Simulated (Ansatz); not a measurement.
# Elastic constants of AlAs at 5 GPa (stress–strain coefficients): input and output

Method: Ansatz, DFT PBE, scalar-relativistic, plane waves, PAW.

Launched with:
```bash
ansatz run input.yaml --threads 1 --pin off --max-ram 3072MiB --backend cpu --events-out ev --progress --plain --runs-dir out
```

Input (bare energies are in eV):
```yaml
crystal:
  lattice:
    - [0.0, 2.803221329, 2.803221329]
    - [2.803221329, 0.0, 2.803221329]
    - [2.803221329, 2.803221329, 0.0]
  atoms:
    - { symbol: Al, position: [0.0, 0.0, 0.0] }
    - { symbol: As, position: [0.75, 0.75, 0.75] }
basis:
  ecutwfc: 420
kpoints:
  mp_grid: { grid: [8, 8, 8] }
hamiltonian:
  xc: pbe
scf:
  occupations: { method: fixed }
output:
  forces: true
  stress: true
  eigenvalues: true
  polarization: {}
elastic:
  mode: relaxed_ion
  stencil: two_point
```

From the output:
```
--- Elastic constants: 2 strain directions × 2 members + reference (group order 24) ---
  dense FFT box of the reference and of every strained cell: 27×27×27
  strains applied: 11, 23; error gains: componentwise 1.00 (the most a stress slope's error grows in a printed constant), spectral 1.73 (1 for all six strains in a standard setting)
  C = ∂σ_k/∂η_j (tension-positive GPa; Voigt order 11 22 33 23 13 12):
       123.084     70.188     70.188     -0.000     -0.000     -0.000
        70.188    123.084     70.188      0.000      0.000      0.000
        70.188     70.188    123.084      0.000      0.000      0.000
         0.000      0.000     -0.000     53.653      0.000     -0.000
        -0.000     -0.000      0.000      0.000     53.653      0.000
        -0.000      0.000     -0.000     -0.000      0.000     53.653
  reference stress σ⁰ (GPa):     -4.987     -4.987     -4.987     -0.000      0.000      0.000
  C* (energy form; C + prestress term) asymmetry max|C*_kj − C*_jk| = 1.421e-14 GPa — a small one proves nothing (zero by symmetry where the batch's group is 432, −43m or m−3m); a large one is finite-difference/SCF noise where every solve ...
  moduli (Voigt/Reuss/Hill, GPa): K = 87.82/87.82/87.82   G = 42.77/38.01/40.39   E = 105.07   ν = 0.301
  mechanically stable: yes (min eigenvalue of sym C = 52.90 GPa)
  e, the proper piezoelectric tensor (elastic.mode: relaxed_ion; C/m²; rows x y z; Voigt order 11 22 33 23 13 12):
      -0.00000    0.00000    0.00000   -0.03211    0.00000   -0.00000
      -0.00000   -0.00000    0.00000   -0.00000   -0.03211    0.00000
      -0.00000    0.00000    0.00000   -0.00000    0.00000   -0.03211
  ±, each entry's uncertainty from the finite density of the strings (C/m²), an estimate: the size of the correction for it that the entry includes:
       0.00000    0.00000    0.00000    0.00629    0.00000    0.00000
       0.00000    0.00000    0.00000    0.00000    0.00629    0.00000
       0.00000    0.00000    0.00000    0.00000    0.00000    0.00629
  the group's symmetry takes up to 2.3e-8 C/m² out of the measured responses: error of the strings' finite density and of the mesh across them, as far as it breaks the symmetry (raise kpoints.mp_grid and any string_points); the largest step ...
  strain η (Voigt 11):  stress-route row diagonal C_11 = 123.08 GPa, energy-path curvature d²(F+E_count+ΔE)/dδ²/Ω₀ = 123.12 GPa
         δ    σ_11 (GPa) F (eV) n_scf n_hpsi n_pw
    -2.000e-3      -5.2333       -5394.5684227       8   16364    881   relax 0 steps, max|allowed force component| 2.79e-17 eV/Å
     2.000e-3      -4.7410       -5394.5739075       9   17306    885   relax 0 steps, max|allowed force component| 2.78e-17 eV/Å
  strain η (Voigt 23):  stress-route row diagonal C_44 = 53.65 GPa, energy-path curvature d²(F+E_count+ΔE)/dδ²/Ω₀ = 56.17 GPa
         δ    σ_23 (GPa) F (eV) n_scf n_hpsi n_pw
    -2.000e-3      -0.1073       -5394.5712029      10   21981    885   relax 3 steps, max|allowed force component| 6.93e-8 eV/Å
     2.000e-3       0.1073       -5394.5712029      10   21982    885   relax 3 steps, max|allowed force component| 6.84e-8 eV/Å
--- Formal polarisation (Berry phase): one branch of a lattice of values; only differences between neighbouring runs are physical ---
  axis mesh electronic ionic p = total spread (rad) least overlap resolved gap  δp at fixed H ≤   (phases in cycles; p mod 1; gap in eV; gap and δp judge the states as solved, not the mesh's step, its ...
  b1    8×8×8           0.50000000    11.25000000    11.75000000      0.112888         0.8293        2.2854           1.6e-6
  b2    8×8×8           0.50000000    11.25000000    11.75000000      0.112888         0.8293        2.2854           1.6e-6
  b3    8×8×8           0.50000000    11.25000000    11.75000000      0.112888         0.8293        2.2854           1.6e-6
  quantum along a1:   0.08998502 e/Å² =   144.171899 µC/cm²
  quantum along a2:   0.08998502 e/Å² =   144.171899 µC/cm²
  quantum along a3:   0.08998502 e/Å² =   144.171899 µC/cm²
  P = (  1.49528194,   1.49528194,   1.49528194) e/Å² = ( 2395.705790,  2395.705790,  2395.705790) µC/cm²  (mod the quanta)
```

Time: 70 s on 1 thread of Arm Neoverse V1, with other jobs on the host, peak memory 0.41 GiB.